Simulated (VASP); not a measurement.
# BAs (F-43m) in VASP: further runs, part 2 of 2

VASP 6.6.1. The steps go on from the part before.

**3. EvGW0 quasiparticle levels, PBE**

POSCAR

```
BAs                                     
1.0
    0.0000000000      2.3885000000      2.3885000000
    2.3885000000      0.0000000000      2.3885000000
    2.3885000000      2.3885000000      0.0000000000
  B               As            
     1     1
Direct
     0.0000000000000000    0.0000000000000000    0.0000000000000000
     0.2500000000000000    0.2500000000000000    0.2500000000000000
```

INCAR.step1

```
SYSTEM = BAs
ALGO     = Normal         ! electronic algorithm
EDIFF    = 1E-8           ! SCF threshold, eV
ENCUT    = 500            ! plane-wave cutoff, eV
GGA      = PE             ! functional
ISMEAR   = 0              ! smearing method
KPAR     = 4            
LASPH    = .TRUE.         ! aspherical terms in the spheres
LCHARG   = .FALSE.        ! write CHGCAR
LREAL    = .FALSE.        ! projectors in reciprocal space
LWAVE    = .TRUE.         ! write WAVECAR
NELM     = 80             ! most SCF steps
PREC     = Accurate       ! precision mode
SIGMA    = 0.01           ! smearing width, eV
```

INCAR.step2

```
SYSTEM = BAs
ALGO     = Exact          ! electronic algorithm
EDIFF    = 1E-8           ! SCF threshold, eV
ENCUT    = 500            ! plane-wave cutoff, eV
GGA      = PE             ! functional
ISMEAR   = 0              ! smearing method
ISTART   = 1            
KPAR     = 4            
LASPH    = .TRUE.         ! aspherical terms in the spheres
LCHARG   = .FALSE.        ! write CHGCAR
LOPTICS  = .TRUE.         ! frequency-dependent dielectric function
LREAL    = .FALSE.        ! projectors in reciprocal space
LWAVE    = .TRUE.         ! write WAVECAR
NBANDS   = 105            ! bands
NELM     = 1              ! most SCF steps
PREC     = Accurate       ! precision mode
SIGMA    = 0.01           ! smearing width, eV
```

INCAR.step3

```
SYSTEM = BAs
ALGO     = EVGW0          ! electronic algorithm
EDIFF    = 1E-8           ! SCF threshold, eV
ENCUT    = 500            ! plane-wave cutoff, eV
ENCUTGW  = 150            ! cutoff of the response function
GGA      = PE             ! functional
ISMEAR   = 0              ! smearing method
ISTART   = 1            
KPAR     = 4            
LASPH    = .TRUE.         ! aspherical terms in the spheres
LCHARG   = .FALSE.        ! write CHGCAR
LREAL    = .FALSE.        ! projectors in reciprocal space
LWAVE    = .FALSE.        ! write WAVECAR
NBANDS   = 105            ! bands
NBANDSGW = 12           
NELMGW   = 4            
NOMEGA   = 48             ! frequency points
PREC     = Accurate       ! precision mode
PRECFOCK = Fast         
SIGMA    = 0.01           ! smearing width, eV
```

KPOINTS

```
k-points
0
G
  6 6 6
  0 0 0
```

Potentials or basis: VASP PAW PBE potentials, release 64 (B_GW, As_GW).

Started as:

```sh
> cat potpaw_PBE.64/B_GW/POTCAR potpaw_PBE.64/As_GW/POTCAR > POTCAR
> cp INCAR.step1 INCAR
> mpirun -np 4 vasp_std > vasp.out
> cp INCAR.step2 INCAR
> mpirun -np 4 vasp_std > vasp.out
> cp INCAR.step3 INCAR
> mpirun -np 4 vasp_std > vasp.out
```

OUTCAR:

```text
SYSTEM = BAs
   EDIFF = 1E-8
   ENCUT = 500
   ENCUTGW = 150
   GGA = PE
   ISMEAR = 0
   ISTART = 1
   LASPH = .TRUE.
   LREAL = .FALSE.
   NELMGW = 4
   PREC = Accurate
   PRECFOCK = Fast

 ion  position               nearest neighbor table
   1  0.000  0.000  0.000-   2 2.07   2 2.07   2 2.07   2 2.07
   2  0.250  0.250  0.250-   1 2.07   1 2.07   1 2.07   1 2.07

  LATTYP: Found a face centered cubic cell.
 ALAT       =     4.7770000000

  Lattice vectors:

 A1 = (   0.0000000000,   2.3885000000,   2.3885000000)
 A2 = (   2.3885000000,   0.0000000000,   2.3885000000)
 A3 = (   2.3885000000,   2.3885000000,   0.0000000000)

Analysis of symmetry for initial positions (statically):
=====================================================================
 Subroutine PRICEL returns:
 Original cell was already a primitive cell.

 Routine SETGRP: Setting up the symmetry group for a
 face centered cubic supercell.

 Subroutine GETGRP returns: Found 24 space group operations
 (whereof 24 operations were pure point group operations)
 out of a pool of 48 trial point group operations.

The static configuration has the point symmetry T_d .

Analysis of symmetry for dynamics (positions and initial velocities):
=====================================================================
 Subroutine PRICEL returns:
 Original cell was already a primitive cell.

 Routine SETGRP: Setting up the symmetry group for a
 face centered cubic supercell.

 Subroutine GETGRP returns: Found 24 space group operations
 (whereof 24 operations were pure point group operations)
 out of a pool of 48 trial point group operations.

The dynamic configuration has the point symmetry T_d .

 Subroutine INISYM returns: Found 24 space group operations
 (whereof 24 operations are pure point group operations),
 and found     1 'primitive' translations

----------------------------------------------------------------------------------------

                                     Primitive cell

  volume of cell :      27.2525

  direct lattice vectors                    reciprocal lattice vectors
     0.000000000  2.388500000  2.388500000    -0.209336404  0.209336404  0.209336404
     2.388500000  0.000000000  2.388500000     0.209336404 -0.209336404  0.209336404
     2.388500000  2.388500000  0.000000000     0.209336404  0.209336404 -0.209336404

  length of vectors
     3.377849094  3.377849094  3.377849094     0.362581287  0.362581287  0.362581287

  position of ions in fractional coordinates (direct lattice)
     0.000000000  0.000000000  0.000000000
     0.250000000  0.250000000  0.250000000

  ion indices of the primitive-cell ions
   primitive index   ion index
                 1           1
                 2           2

----------------------------------------------------------------------------------------

 KPOINTS: k-points

Automatic generation of k-mesh.
 Grid dimensions read from file:
 generate k-points for:    6    6    6

 Generating k-lattice:

  Cartesian coordinates                     Fractional coordinates (reciprocal lattice)
    -0.034889401  0.034889401  0.034889401     0.166666667  0.000000000  0.000000000
     0.034889401 -0.034889401  0.034889401     0.000000000  0.166666667  0.000000000
     0.034889401  0.034889401 -0.034889401     0.000000000  0.000000000  0.166666667

  Length of vectors
     0.060430214  0.060430214  0.060430214

  Shift w.r.t. Gamma in fractional coordinates (k-lattice)
     0.000000000  0.000000000  0.000000000

 Subroutine IBZKPT returns following result:
 ===========================================

 Found     16 irreducible k-points:

 Following reciprocal coordinates:
            Coordinates               Weight
  0.000000  0.000000  0.000000      1.000000
  0.166667  0.000000  0.000000      8.000000
  0.333333  0.000000  0.000000      8.000000
  0.500000  0.000000  0.000000      4.000000
  0.166667  0.166667  0.000000      6.000000
  0.333333  0.166667  0.000000     24.000000
[... 8 lines left out ...]
 -0.333333  0.333333  0.166667     24.000000
 -0.333333  0.500000  0.166667     12.000000
   k-points           NKPTS =     16   k-points in BZ     NKDIM =    216   number of bands    NBANDS=    105
   number of dos      NEDOS =    301   number of ions     NIONS =      2
   total plane-waves  NPLWV =  21952
   dimension x,y,z NGX =    28 NGY =   28 NGZ =   28
   dimension x,y,z NGXF=    56 NGYF=   56 NGZF=   56
   ions per type =               1   1
   NGX,Y,Z   is equivalent  to a cutoff of  13.78, 13.78, 13.78 a.u.
   NGXF,Y,Z  is equivalent  to a cutoff of  27.56, 27.56, 27.56 a.u.
 SYSTEM =  BAs
   PREC   = accura    normal or accurate (medium, high low for compatibility)
   ISTART =      1    job   : 0-new  1-cont  2-samecut
   ICHARG =      0    charge: 1-file 2-atom 10-const
   ISPIN  =      1    spin polarized calculation?
   LNONCOLLINEAR =      F non collinear calculations
   LSORBIT =      F    spin-orbit coupling
   LASPH  =      T    aspherical Exc in radial PAW
   ENCUT  =  500.0 eV  36.75 Ry    6.06 a.u.   6.16  6.16  6.16*2*pi/ulx,y,z
   NELM   =     60;   NELMIN=  2; NELMDL=  0     # of ELM steps
   EDIFF  = 0.1E-07   stopping-criterion for ELM
   LREAL  =      F    real-space projection
   EDIFFG = 0.1E-06   stopping-criterion for IOM
   NSW    =      0    number of steps for IOM
   IBRION =     -1    ionic relax: 0-MD 1-quasi-New 2-CG
   NFREE  =      0    steps in history (QN), initial steepest desc. (CG)
   ISIF   =      0    stress and relaxation
   ISYM   =      3    0-nonsym 1-usesym 2-fastsym
   POTIM  = 0.5000    time-step for ionic-motion
   TEBEG  =    0.0;   TEEND  =   0.0 temperature during run
   PSTRESS=    0.0 pullay stress
   NELECT =       8.0000    total number of electrons
   NUPDOWN=      -1.0000    fix difference up-down
   EMIN   =  10.00;   EMAX   =-10.00  energy-range for DOS
   EFERMI =   0.00;   METHOD = LEGACY
   ISMEAR =     0;   SIGMA  =   0.01  broadening in eV -4-tet -1-fermi 0-gaus
   EFERMI_NEDOS =   21; number of points for ismear=-14 and -15
   IALGO  =     38    algorithm
   IMIX   =      4    mixing-type and parameters
     AMIX     =   0.40;   BMIX     =  1.00
     AMIX_MAG =   1.60;   BMIX_MAG =  1.00
  volume/ion in A,a.u.               =      13.63        91.95
  Fermi-wavevector in a.u.,A,eV,Ry     =   1.088018  2.056057 16.106360  1.183784
  Thomas-Fermi vector in A             =   2.224191
   LORBIT       =      0    0 simple, 1 ext, 2 COOP (PROOUT), +10 PAW based schemes
   GGA     = PE    functional components
   LHFCALC =     T    Hartree Fock is set to
   PRECFOCK=fast      Normal, Fast or Accurate (Low or Medium for compatibility)
   ENCUT4O =  -1.0   cutoff for four orbital integrals eV
   NKREDX  =     1    reduce k-point grid by
   NKREDY  =     1    reduce k-point grid by
   NKREDZ  =     1    reduce k-point grid by
   AEXX    =    1.0000 exact exchange contribution
   HFSCREEN=    0.0000 screening length (either q_TF or 0.3 A-1)
   HFSCREENC=   0.0000 screening length for correlation (either q_TF or 0.3 A-1)
   ENCUTFOCK=  -1.0 apply spherical cutoff to Coloumb kernel
   IVDW    =     0    specifies the selected vdW correction
   LEPSILON=     F    determine dielectric tensor
   LRPA    =     F    only Hartree local field effects (RPA)
   LRPAFORCE           =     F    calculate RPA forces
   ENCUTGW             = 150.0    cutoff for response function in eV
   ENCUTGWSOFT         = 120.0    soft cutoff for Coulomb kernel in GW response function in eV
   ENCUTLF             =  -1.0    cutoff for local field effects
   NELMGW              =     4    number of iterations in solving QP/BSE equation
   NELMHF              =     1    number of iterations in the inner HF iteration
   NKREDLFX            =     1    NKREDLFY  =   1   NKREDLFZ  =   1
 non-spin polarized calculation
 Gauss-broadening in eV      SIGMA  =   0.01
  energy-cutoff  :      500.00
  volume of cell :       27.25
 maximum number of plane-waves:       701
 NGX is ok and might be reduce to    28
  NGX = 14; NGY = 14; NGZ = 14
   NGX = 13   NGY = 13   NGZ = 13
 maximum number of plane-waves:       122

 QP shifts <psi_nk| G(iteration)W_0 |psi_nk>: iteration 1
 for sc-GW calculations column KS-energies equals QP-energies in previous step
 and V_xc(KS)=  KS-energies - (<T + V_ion + V_H > + <T+V_H+V_ion>^1  + <V_x>^1)

 k-point   1 :       0.0000    0.0000    0.0000
  band No.  KS-energies  QP-energies   sigma(KS)   V_xc(KS)     V^pw_x(r,r')   Z            occupation Imag(sigma)

      1      -9.2365     -10.0024     -12.7527     -11.6541     -19.6017       0.6972       2.0000       1.2345
      2       6.1697       5.6543     -13.2436     -12.5888     -13.9922       0.7873       2.0000       0.0739
      3       6.1697       5.6543     -13.2436     -12.5888     -13.9922       0.7873       2.0000       0.0739
      4       6.1697       5.6543     -13.2436     -12.5888     -13.9922       0.7873       2.0000       0.0739
      5       9.4431       9.7515     -10.9926     -11.3860      -6.7558       0.7840       0.0000      -0.0613
      6       9.4431       9.7515     -10.9926     -11.3860      -6.7558       0.7840       0.0000      -0.0613
      7       9.4431       9.7515     -10.9926     -11.3860      -6.7558       0.7840       0.0000      -0.0613
      8      10.8301      11.3964     -11.8690     -12.6158      -6.6645       0.7583       0.0000      -0.0959
      9      15.7381      15.7682      -8.9037      -8.9423      -3.1114       0.7796       0.0000      -0.2642
     10      19.1183      19.1705     -10.3416     -10.4088      -4.3900       0.7775       0.0000      -0.3478
     11      19.1183      19.1705     -10.3416     -10.4088      -4.3900       0.7775       0.0000      -0.3478
     12      20.5324      20.5660      -8.9982      -9.0415      -2.5290       0.7768       0.0000      -0.4873
[... 1002 lines left out ...]
      1      -5.6918      -5.7001     -13.1008       7.3978     -18.2496       0.7316       2.0000       0.6395
      2      -3.0467      -3.0545     -13.0277       9.9701     -17.4813       0.7179       2.0000       0.4168
      3       0.1414       0.1363     -12.1730      12.3077     -14.7495       0.7547       2.0000       0.1467
      4       0.3438       0.3389     -12.1975      12.5348     -14.6988       0.7556       2.0000       0.1413
      5      10.0624      10.0622     -10.4395      20.5016      -5.7484       0.7847       0.0000      -0.0833
      6      10.4428      10.4426     -10.4921      20.9347      -5.7123       0.7838       0.0000      -0.0885
      7      15.1663      15.1670     -11.1723      26.3395      -4.9376       0.7481       0.0000      -0.2588
      8      15.4661      15.4668     -10.9599      26.4269      -4.8189       0.7543       0.0000      -0.2611
      9      18.8595      18.8608     -11.3737      30.2349      -4.1669       0.7386       0.0000      -0.5129
     10      22.1958      22.1967     -11.3038      33.5008      -4.1521       0.7528       0.0000      -0.7612
     11      22.1194      22.1203     -10.3659      32.4864      -3.3690       0.7598       0.0000      -0.6457
     12      25.2428      25.2435     -10.6428      35.8866      -3.4523       0.7546       0.0000      -0.9426
```

Run time: 1.9 min. Hardware: 4 MPI ranks of Intel Xeon 6975P-C (Granite Rapids), shared host; peak memory 0.47 GiB.

What came out:

| Quantity | Value |
| --- | --- |
| Band gap on the k mesh, mean-field level | 1.27 eV, indirect (least direct gap 3.27 eV) |
| Quasiparticle gap | 1.96 eV |
| Least direct quasiparticle gap | 4.21 eV |

Quasiparticle gap after each update of the energies (eV): 1.87, 1.95, 1.96, 1.96

Caveat: bands, screening cutoff and mesh are small and nothing is extrapolated, so the quasiparticle values aren't converged. A k mesh can miss the band edges.
